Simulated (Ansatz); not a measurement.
Runs of Ansatz 0.2.0 on FeGe2. The structure is tetragonal, space group I4/mcm (No. 140). The conventional cell has a = 5.919 Å, b = 5.919 Å, c = 4.903 Å, α = 90.00°, β = 90.00°, γ = 90.00°. Ge (site symmetry m2m) has 4 Fe at 2.55 Å and 3 Ge at 2.59 to 2.92 Å as nearest neighbours. Fe (site symmetry 422) is surrounded by 2 Fe at 2.45 Å and 8 Ge at 2.55 Å. The cell is a database's computed one.

```tsv
level	U	k mesh	cutoff (eV)	hubbard projectors	double counting	gap on the mesh (eV)	pressure (GPa)	moment (μB)	relaxed volume (Å³/atom)
BLYP	-	5 × 5 × 5	420	-	-	none	0.0	(b)	15.58
PBEsol	-	5 × 5 × 5	420	-	-	none	0.0	2.05	13.69
PBEsol+U	Fe d U = 2 eV	7 × 7 × 7	420	ortho-atomic (the default)	fll (the default)	none	0.0	3.10	14.04
r2SCAN	-	5 × 5 × 5	500	-	-	none	0.0	(a)	14.32
PBEsol+U	Fe d U = 4 eV	7 × 7 × 7	420	ortho-atomic (the default)	fll (the default)	none	0.0	4.75	15.34
```

Alike in all rows: task relaxation of cell and atoms; potentials or basis Ansatz PAW; spin collinear, ferromagnetic start; cell relaxed; smearing fermi-dirac 0.05 eV.

Q: Estimate the missing entries.

A: (a) 3.15; (b) 2.94.

Caveats: the plane-wave basis is chosen anew once the cell has moved, so the energies of steps on either side of that aren't comparable; the PAW data sets come from PBE, with cores solved anew for the run's functional, which leaves a small shift of forces and pressure; the magnetic or orbital state may not be the lowest (some runs); the U is typed as a test and isn't derived for this compound (some runs); the potentials were made for another functional, which shifts forces and pressure (some runs).

A k mesh can miss the band edges, and the runs leave out spin-orbit coupling on Ge.

A gap of «none» marks a metal or a gap under the smearing width.

Not every run made on this cell is shown here.
